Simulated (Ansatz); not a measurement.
Method: Ansatz, DFT, PBE, plane waves (420 eV) with PAW, scalar-relativistic.

An element in the bcc structure gives this curve. The cell is scaled uniformly from the relaxed one, with fractional coordinates and shape fixed. Energies are extrapolated to zero smearing, pressures are those at the given smearing. Magnetic state: spin not included.

```tsv
V (Å³/atom)	E − E₀ (meV/atom)	P (GPa)
27.691	45.8	4.66
28.949	17.8	2.67
30.208	3.6	1.13
31.467	0.1	-0.05
32.725	4.7	-0.97
33.984	15.8	-1.67
35.243	31.7	-2.21
```

Which element is it?
A. indium
B. thallium
C. tellurium
D. yttrium

B. Its fit is V₀ = 31.33 Å³/atom, B₀ = 27 GPa, B₀′ = 5.4.
